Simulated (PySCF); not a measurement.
**doublet [C4H8]+: UHF/3-21G (preoptimised minimum)**

We compute an optimisation with harmonic vibrations of doublet [C4H8]+. 

The results are computed with PySCF 2.14.0.

1 further run of the same task is left out (set aside as unsound or not needed).

## 1. The structure to begin with

[C4H8]+: 12 atoms, total charge +1, spin state doublet. As SMILES of the parent species, `C=CCC`. All atoms were displaced at random from a relaxed shape. That shape belongs to the parent species and isn't relaxed for this state. The run starts from this shape.

Bond lengths: C1–C2 1.363 Å, C2–C3 1.479 Å, C3–C4 1.514 Å, C1–H5 1.078 Å, C1–H6 1.098 Å, C2–H7 1.089 Å, C3–H8 1.103 Å, C3–H9 1.097 Å, C4–H10 1.113 Å, C4–H11 1.098 Å, C4–H12 1.080 Å. Some angles: C1–C2–C3 125.4°, C2–C3–C4 109.6°, C1–C2–H7 115.7°, C3–C2–H7 118.7°, C2–C1–H5 119.8°, C2–C1–H6 122.5°, C2–C3–H8 108.6°, C2–C3–H9 111.1°, C4–C3–H8 107.3°, C4–C3–H9 109.7°.

## 2. An optimisation with harmonic vibrations at UHF/3-21G (preoptimised minimum)

run.py reads:

```python
import numpy
from pyscf import gto, scf, symm
from pyscf.hessian import thermo
from pyscf.geomopt.geometric_solver import kernel as optimise

system = gto.M(
    atom='''
C   -0.090013   1.899420   0.574799
C    0.350968   0.838185  -0.158464
C   -0.448468  -0.358154  -0.500494
C    0.236204  -1.596424   0.037214
H   -1.072131   1.872676   1.017862
H    0.529362   2.786625   0.759342
H    1.345950   0.942890  -0.587881
H   -1.429075  -0.281631  -0.001150
H   -0.578571  -0.449440  -1.586239
H    1.255797  -1.696371  -0.397731
H    0.380362  -1.545141   1.124278
H   -0.304087  -2.499277  -0.208021
''',
    basis='3-21g',
    charge=1,
    max_memory=1860,
    verbose=3,
    spin=1,
)

mf = scf.UHF(system)
mf.conv_tol = 1e-10
mf = mf.newton()
converged, mol_eq = optimise(mf, maxsteps=80)
print('converged:', converged)
print(mol_eq.tostring())

mf.reset(mol_eq)
system = mol_eq
mf.kernel()
e_tot = mf.e_tot
print('E = %.10f Eh' % e_tot)
hess = mf.Hessian().kernel()
modes = thermo.harmonic_analysis(system, hess)
print('frequencies (1/cm)', numpy.round(modes['freq_wavenumber'], 1))
symm.geom.TOLERANCE = 1e-3  # for the symmetry number
th = thermo.thermo(mf, modes['freq_au'], 298.15, 101325)
thermo.dump_thermo(system, th)
```

Started as:

```bash
$ OMP_NUM_THREADS=1 python run.py
```

Q: Predict the results. Wanted: total energy; HOMO energy; LUMO energy; ⟨S²⟩; lowest harmonic wavenumber; highest harmonic wavenumber; zero-point energy; ideal-gas entropy at 298.15 K.

Computed results:

At UHF/3-21G (preoptimised minimum):

| quantity | value |
| --- | --- |
| total energy | -154.94145 Eh |
| HOMO energy (highest over α and β) | -17.62 eV |
| LUMO energy (lowest over α and β) | -6.69 eV |
| ⟨S²⟩ | 0.755 |
| lowest harmonic wavenumber | 102 cm⁻¹ |
| highest harmonic wavenumber | 3432 cm⁻¹ |
| zero-point energy | 300.0 kJ/mol |
| ideal-gas entropy at 298.15 K (symmetry number 1 as used) | 73.3 cal/(mol K) |

What this shows: At the final geometry: Bond lengths: C1–C2 1.409 Å, C2–C3 1.462 Å, C3–C4 1.598 Å, C1–H5 1.073 Å, C1–H6 1.073 Å, C2–H7 1.076 Å, C3–H8 1.080 Å, C3–H9 1.082 Å, C4–H10 1.081 Å, C4–H11 1.080 Å, C4–H12 1.081 Å. Some angles: C1–C2–C3 123.5°, C2–C3–C4 106.1°, C1–C2–H7 118.2°, C3–C2–H7 118.2°, C2–C1–H5 120.6°, C2–C1–H6 121.0°, C2–C3–H8 112.7°, C2–C3–H9 110.9°, C4–C3–H8 108.9°, C4–C3–H9 107.2°. All 30 modes are real, so the shape is a minimum at this level.
